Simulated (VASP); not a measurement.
**NaCl in VASP: one cell, several levels of theory**

NaCl built on the zincblende prototype is computed at one geometry. Runs: HSE06, PBE0. This is a trial cell built on a prototype, not taken from a measured structure, and it needn't be the compound's ground state.

The runs shown are made with VASP 6.6.1. PAW datasets, plane waves. No spin polarisation and no zero-point or thermal motion; the cell was built from a prototype and may be hypothetical.

### 1 Starting point

The cell comes from an earlier relaxation with r2SCAN in another program.

It is cubic, F-43m (No. 216); a = 6.175 Å in the conventional setting, 29.43 Å³ an atom. Na has 4 Cl at 2.67 Å; Cl has 4 Na at 2.67 Å.

The structure in full:

```cif
data_structure
_symmetry_space_group_name_H-M 'F-43m'
_symmetry_Int_Tables_number 216
_cell_length_a 6.1745
_cell_length_b 6.1745
_cell_length_c 6.1745
_cell_angle_alpha 90.000
_cell_angle_beta 90.000
_cell_angle_gamma 90.000
_cell_volume 235.40
loop_
_atom_site_label
_atom_site_type_symbol
_atom_site_symmetry_multiplicity
_atom_site_Wyckoff_symbol
_atom_site_fract_x
_atom_site_fract_y
_atom_site_fract_z
_atom_site_occupancy
Na1 Na 4 a 0.00000 0.00000 0.00000 1
Cl1 Cl 4 d 0.25000 0.25000 0.75000 1
```

### 2 HSE06 at this geometry

PBE orbitals are made first, and the hybrid starts from them.

The input, INCAR (PBE start):

```
ENCUT = 520.000000
SIGMA = 0.010000
EDIFF = 1.00e-05
GGA = PE
PREC = Accurate
ISMEAR = 0
NBANDS = 14
NELM = 120
LASPH = .TRUE.
LCHARG = .FALSE.
LWAVE = .TRUE.
LREAL = .FALSE.
```

The input, INCAR:

```
AEXX = 0.250000
ENCUT = 520.000000
HFSCREEN = 0.207900
SIGMA = 0.010000
EDIFF = 1.00e-07
ALGO = Normal
GGA = PE
PREC = Accurate
PRECFOCK = Fast
IBRION = -1
ISIF = 2
ISMEAR = 0
ISTART = 1
NBANDS = 14
NELM = 120
NSW = 0
LASPH = .TRUE.
LCHARG = .FALSE.
LHFCALC = .TRUE.
LWAVE = .FALSE.
LREAL = .FALSE.
```

The input, KPOINTS:

```
KPOINTS created by Atomic Simulation Environment
0
Gamma
6 6 6
0 0 0
```

The input, KPOINTS_OPT:

```
special points
6
Reciprocal
0.0000000000 0.0000000000 0.0000000000 1
0.5000000000 0.0000000000 0.5000000000 1
0.5000000000 0.2500000000 0.7500000000 1
0.3750000000 0.3750000000 0.7500000000 1
0.5000000000 0.5000000000 0.5000000000 1
0.6250000000 0.2500000000 0.6250000000 1
```

The input, POSCAR:

```
Na Cl
 1.0000000000000000
     0.0000000000000000    3.0872728252856900    3.0872728252856900
     3.0872728252856900    0.0000000000000000    3.0872728252856900
     3.0872728252856900    3.0872728252856900   -0.0000000000000000
 Na  Cl
   1   1
Cartesian
  0.0000000000000000  0.0000000000000000  0.0000000000000000
  1.5436364126428450  1.5436364126428450  1.5436364126428450
```

Potentials: the recommended PBE PAW datasets, 14 valence electrons in the neutral cell.

Launch:

```
$ mpirun -np 1 vasp_std
```

### 3 Single point with PBE0

PBE orbitals are made first, and the hybrid starts from them.

INCAR (PBE start) is that of step 2.

Changes to INCAR since step 2:

```diff
@@ -2,3 +2,2 @@
 ENCUT = 520.000000
-HFSCREEN = 0.207900
 SIGMA = 0.010000
@@ -21 +20,2 @@
 LREAL = .FALSE.
+HFRCUT = -1
```

KPOINTS is that of step 2.

KPOINTS_OPT is that of step 2.

POSCAR is that of step 2.

Before running it: what results should come out? Wanted: for each run, gap; pressure.

As calculated:

```
level  gap (eV)  pressure (GPa)
HSE06      6.24            0.40
 PBE0      6.98            0.39
```

What this shows: The gap runs from 6.24 eV (HSE06) to 6.98 eV (PBE0).
